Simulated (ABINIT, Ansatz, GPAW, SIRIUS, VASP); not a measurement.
# Pt: programs and potentials compared

```
Pt
1.0
     0.00000    1.96090    1.96090
     1.96090    0.00000    1.96090
     1.96090    1.96090    0.00000
Pt
1
Direct
  0.00000 0.00000 0.00000
```

Alike in all runs: task single point; functional PBEsol; k mesh 12 × 12 × 12; occupations fermi-dirac, width 0.05 eV; no spin polarisation; no spin-orbit coupling. Pressure is positive in compression and, in plane waves, holds the error of the finite cutoff, which Ansatz's Pulay term estimates and takes out.

```
                                        program and potentials  plane-wave cutoff (eV)                                                                                                                            notes  band gap (eV)  pressure (GPa)
                                            Ansatz, Ansatz PAW                     420  potentials made for PBE, which Ansatz adapts in part; 18 valence electrons an atom on average; Pulay term of +0.06 GPa included         no gap           -0.61
SIRIUS, PseudoDojo 0.4.1 PBEsol standard (scalar relativistic)                    1152                                                                                          18 valence electrons an atom on average         no gap           -1.18
                Ansatz, all-electron LAPW, scalar-relativistic                       -                                                                                                                                -         no gap           -0.65
             GPAW, PAW data sets generated for this functional                     600                                                                                          16 valence electrons an atom on average         no gap           -0.92
               ABINIT, PseudoDojo NC SR PBEsol v0.4.1 standard                    1143                                                                                          18 valence electrons an atom on average         no gap           -1.19
                                VASP, PBE PAW files Pt, 520 eV                     520                                                                 potentials made for PBE; 10 valence electrons an atom on average         no gap           -1.02
```

None finds a gap. The pressure spans -1.19 (ABINIT, PseudoDojo NC SR PBEsol v0.4.1 standard) to -0.61 GPa (Ansatz, Ansatz PAW), with all-electron results at -0.65.

Differences between rows come from potentials, basis sets and numerical settings, since the functional is the same but for its coding. Runs on potential files found faulty are left out.
